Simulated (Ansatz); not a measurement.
**SrO (PbO-type structure): a workflow**

Level of theory: DFT, PBE, scalar-relativistic, no spin polarisation; plane waves to 420 eV with PAW datasets (Ansatz 0.2.0), Γ-centred 8×8×10 mesh, 0.05 eV Gaussian smearing; PAW files: Ansatz's generated set soft_2.

This is a trial structure; measured cells of the compound in the Crystallography Open Database are in space group Fm-3m (rock salt).

The first cell:

```xyz
4
Lattice="4.1651 0.0000 0.0000 0.0000 4.1651 0.0000 0.0000 0.0000 5.2484" Properties=species:S:1:pos:R:3 pbc="T T T"
Sr    2.0825    0.0000    1.2428
Sr    0.0000    2.0825    4.0056
O     0.0000    0.0000    0.0000
O     2.0825    2.0825    0.0000
```

The steps in volume:

| run | level | k-mesh | kind | V (Å³/atom) | P (GPa) | E − E(final) (meV/atom) | gap on the mesh (eV) |
| --- | --- | --- | --- | --- | --- | --- | --- |
| 1 | PBE | 8×8×6 | cell and atoms relaxed | 18.10 | 0.0 | 0.0 | 2.53 |
| 2 | PBE | 8×8×10 | cell and atoms relaxed | 18.10 | 0.0 | 0.0 | 2.53 |

The cell is relaxed to zero pressure at this level.

The final structure (symmetry read at 0.01 Å). It takes space group P4/nmm (No. 129, tetragonal). The conventional cell has a = 4.486 Å, b = 4.486 Å, c = 3.597 Å, α = 90.00°, β = 90.00°, γ = 90.00°. Around Sr (site symmetry 4mm) lie 4 O at 2.44 Å. Around O (site symmetry -4m2) lie 4 Sr at 2.44 Å. (Neighbours are counted to 15 % beyond the shortest distance.)

```csv
atom,site,symmetry,x,y,z
Sr,2c,4mm,0.5000,0.0000,0.2704
O,2a,-4m2,0.0000,0.0000,0.0000
```

At the final geometry the gap, band path included, is 2.52 eV. The equation of state gives B0 = 21 GPa. The elastic tensor is not positive definite, so the structure is mechanically unstable (smallest eigenvalue -396 GPa). Against the elements' standard states, run alike and uncorrected, the formation energy is -2.45 eV/atom. The runs in the table took roughly 2.1 core-minutes.

**What lies behind the numbers.**

Formal charges Sr²⁺, O²⁻ balance and leave closed shells on every ion, so a band insulator is expected, and the gap is 2.52 eV.

Within 0.6 eV of the edges the projected states are 98 % O 2p at the top of the valence band and 68 % Sr 5s at the bottom of the conduction band. The lowest excitation takes an electron from O back to Sr, as in ionic insulators.

Semilocal functionals underestimate band gaps, commonly by a third or more. The equation of state has an unusual shape (B0′ outside 2.8 to 7.5), so B0 is less sure.
